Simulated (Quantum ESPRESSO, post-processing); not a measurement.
# black arsenene, 1 layer: a series in strain along the first axis, part 2 of 2

Wanted: a table for black arsenene, 1 layer against strain along the first axis, and what can be fitted to it.

Quantum ESPRESSO 7.5; plane-wave DFT, PBE, GBRV ultrasoft pseudopotentials.

So far. Step 6 (Bands along a path, -4 %): Along this path the valence top lies near X and the conduction bottom at Γ. Step 7 (Relaxing the ions, -3 %): The relaxation lowers the energy by 5 meV an atom.

## Step 9: Relaxation with pw.x, 3 % (continued)

Step by step:

```csv
step,energy less that of the first step (eV),largest force (eV/Å)
1,0.0000,0.3660
2,-0.0094,0.2597
3,-0.0159,0.1406
4,-0.0186,0.0274
5,-0.0186,0.0194
6,-0.0187,0.0111
7,-0.0187,0.0006
```

The atoms that moved most (Å):

```csv
atom,dx,dy,dz,length
As2,-0.025,0.000,0.007,0.026
As3,0.025,0.000,-0.007,0.026
As4,-0.024,0.000,-0.007,0.025
As1,0.024,0.000,0.007,0.025
```

The relaxation lowers the energy by 5 meV an atom.

This step gave:

```
free energy  : -2191.5446 eV
Fermi energy : -1.115 eV
```

## Step 10: SCF with pw.x, 3 %

File m7.scf.in:

```
&control
  prefix = 'm7.scf'
  outdir = './out'
  pseudo_dir = './pseudo'
  calculation = 'scf'
  tprnfor = .true.
/
&system
  ibrav = 0
  nat = 4
  ntyp = 1
  ecutwfc = 40
  ecutrho = 200
  occupations = 'smearing'
  smearing = 'fd'
  degauss = 0.002
  nbnd = 14
/
&electrons
  conv_thr = 1e-09
  mixing_beta = 0.4
  electron_maxstep = 120
  mixing_mode = 'plain'
/
ATOMIC_SPECIES
  As  74.9216  as_pbe_v1.uspp.F.UPF
CELL_PARAMETERS angstrom
  4.89855713954000 0.00000000000000 0.00000000000000
  0.00000000000000 3.69213116100000 0.00000000000000
  0.00000000000000 0.00000000000000 17.48000000000000
ATOMIC_POSITIONS crystal
  As  0.075939143300 0.000000000000 0.431689131800
  As  0.424119372400 0.500000000000 0.431689568400
  As  0.575880627600 0.500000000000 0.568310431600
  As  0.924060856700 0.000000000000 0.568310868200
K_POINTS automatic
  8 8 1 0 0 0
```

On the command line:

```bash
> OMP_NUM_THREADS=1 mpirun -n 4 pw.x -nk 4 -in m7.scf.in > m7.scf.out
```

Elapsed: 40 s, on 4 MPI ranks of Arm Neoverse N1, shared host; peak memory 0.7 GiB; 2.7 min of CPU time.

This step gave:

```
free energy                          : -2191.5406 eV
valence top, on the run's zero       : -1.632 eV
conduction bottom, on the run's zero : -0.6046 eV
gap by band count                    : 1.027 eV
```

## Step 11: Relaxation with pw.x, 4 %

File m8.relax.in:

```
&control
  prefix = 'm8.relax'
  outdir = './out'
  pseudo_dir = './pseudo'
  nstep = 40
  forc_conv_thr = 0.0003
  calculation = 'relax'
  tstress = .true.
/
&system
  ibrav = 0
  nat = 4
  ntyp = 1
  ecutwfc = 50
  ecutrho = 250
  occupations = 'smearing'
  smearing = 'fd'
  degauss = 0.002
/
&electrons
  conv_thr = 1e-09
  mixing_beta = 0.4
  electron_maxstep = 120
  mixing_mode = 'plain'
/
&ions
/
ATOMIC_SPECIES
  As  74.9216  as_pbe_v1.uspp.F.UPF
CELL_PARAMETERS angstrom
  4.94611594672000 0.00000000000000 0.00000000000000
  0.00000000000000 3.69213116100000 0.00000000000000
  0.00000000000000 0.00000000000000 17.48000000000000
ATOMIC_POSITIONS crystal
  As  0.070991666800 0.000000000000 0.431291237100
  As  0.429148043300 0.500000000000 0.431282668500
  As  0.570851956700 0.500000000000 0.568717331500
  As  0.929008333200 0.000000000000 0.568708762900
K_POINTS automatic
  8 8 1 0 0 0
```

On the command line:

```bash
> OMP_NUM_THREADS=1 mpirun -n 4 pw.x -nk 4 -in m8.relax.in > m8.relax.out
```

It took 4.6 min on 4 MPI ranks; peak memory 0.96 GiB.

Relaxation path:

```csv
step,energy less that of the first step (eV),largest force (eV/Å)
1,0.0000,0.4802
2,-0.0162,0.3451
3,-0.0278,0.1920
4,-0.0328,0.0385
5,-0.0329,0.0268
6,-0.0330,0.0145
7,-0.0330,0.0011
```

The atoms that moved most (Å):

```csv
atom,dx,dy,dz,length
As3,0.033,0.000,-0.010,0.034
As2,-0.033,0.000,0.010,0.034
As4,-0.032,0.000,-0.010,0.034
As1,0.032,0.000,0.010,0.034
```

The relaxed structure:

```cif
data_structure
_symmetry_space_group_name_H-M 'P 1'
_symmetry_Int_Tables_number 1
_cell_length_a 4.9461
_cell_length_b 3.6921
_cell_length_c 17.4800
_cell_angle_alpha 90.000
_cell_angle_beta 90.000
_cell_angle_gamma 90.000
_cell_volume 319.21
loop_
_atom_site_label
_atom_site_type_symbol
_atom_site_fract_x
_atom_site_fract_y
_atom_site_fract_z
_atom_site_occupancy
As1 As 0.07755 0.00000 0.43184 1
As2 As 0.42251 0.50000 0.43184 1
As3 As 0.57749 0.50000 0.56816 1
As4 As 0.92245 0.00000 0.56816 1
```

The relaxation lowers the energy by 8 meV an atom.

This step gave:

| Item | Value |
| --- | --- |
| free energy | -2191.5391 eV |
| Fermi energy | -1.148 eV |

## Step 12: SCF with pw.x, 4 %

File m8.scf.in:

```
&control
  prefix = 'm8.scf'
  outdir = './out'
  pseudo_dir = './pseudo'
  calculation = 'scf'
  tprnfor = .true.
/
&system
  ibrav = 0
  nat = 4
  ntyp = 1
  ecutwfc = 40
  ecutrho = 200
  occupations = 'smearing'
  smearing = 'fd'
  degauss = 0.002
  nbnd = 14
/
&electrons
  conv_thr = 1e-09
  mixing_beta = 0.4
  electron_maxstep = 120
  mixing_mode = 'plain'
/
ATOMIC_SPECIES
  As  74.9216  as_pbe_v1.uspp.F.UPF
CELL_PARAMETERS angstrom
  4.94611594672000 0.00000000000000 0.00000000000000
  0.00000000000000 3.69213116100000 0.00000000000000
  0.00000000000000 0.00000000000000 17.48000000000000
ATOMIC_POSITIONS crystal
  As  0.077549238300 0.000000000000 0.431842423200
  As  0.422509340600 0.500000000000 0.431842783000
  As  0.577490659400 0.500000000000 0.568157217000
  As  0.922450761700 0.000000000000 0.568157576800
K_POINTS automatic
  8 8 1 0 0 0
```

On the command line:

```bash
> OMP_NUM_THREADS=1 mpirun -n 4 pw.x -nk 4 -in m8.scf.in > m8.scf.out
```

Elapsed: 43 s, on 4 MPI ranks; peak memory 0.68 GiB.

Numbers from this step:

```
free energy                          : -2191.5351 eV
Fermi energy                         : -1.149 eV
valence top, on the run's zero       : -1.685 eV
conduction bottom, on the run's zero : -0.6236 eV
gap by band count                    : 1.061 eV
```

## Step 13: The series side by side

The series in one table, energies over the lowest:

```csv
strain along the first axis,energy (eV),gap along the path (eV),upper vacuum level over the valence top of the mesh (eV),lower vacuum level over that top (eV)
-4 %,0.0173,0.4124,4.258,4.258
-3 %,0.0096,0.5111,4.347,4.347
-2 %,0.0043,0.6072,4.435,4.435
-1 %,0.0011,0.7024,4.521,4.521
0 %,0.0000,0.7945,4.606,4.606
1 %,0.0007,0.877,4.686,4.686
2 %,0.0032,0.9633,4.766,4.766
3 %,0.0072,1.027,4.819,4.819
4 %,0.0127,1.061,4.847,4.847
```

## Step 14: A check by hand

A parabola through the energies within ±2 % has E = 9.30 eV × ε² -0.027 eV × ε; for the curvature, over A = 17.559 Å² this is 9.30 × 2/17.559 × 16.02 = 17 N/m.

## Step 15: What came out

```json
{"in-plane stiffness along the strain": "17 N/m", "gap along the path, at -4 % and at 4 %": "0.41, 1.06 eV", "upper vacuum level over the valence top of the mesh, at -4 % and at 4 %": "4.26, 4.85 eV", "lower vacuum level over that top, at -4 % and at 4 %": "4.26, 4.85 eV"}
```

The series holds 9 members; in-plane stiffness along the strain: 17 N/m (PBE, GBRV ultrasoft). The energy is lowest near zero strain. From -4 % to 4 % the gap along the path rises from 0.41 to 1.06 eV. From -4 % to 4 % the upper vacuum level over the valence top of the mesh rises from 4.26 to 4.85 eV. From -4 % to 4 % the lower vacuum level over that top rises from 4.26 to 4.85 eV. Semilocal gaps are too small; the 1×1 cell can't ripple over many cells under compression as a free sheet would. No spin-orbit coupling.

[Logs are printed without paths, hosts, clocks, repeated set-up lines and the standing remarks that a program may print on its own settings, such as how far it seeks lower states.]

[Hosts, paths, dates, database ids (printed as entryN), source tags and the programs' standing remarks are cut or masked in the printed files.]

[Maps of the electrostatic potential energy from Ansatz leave out the sawtooth potential of an applied field or a dipole correction, so their vacuum need not be flat; planar profiles and work functions include it.]
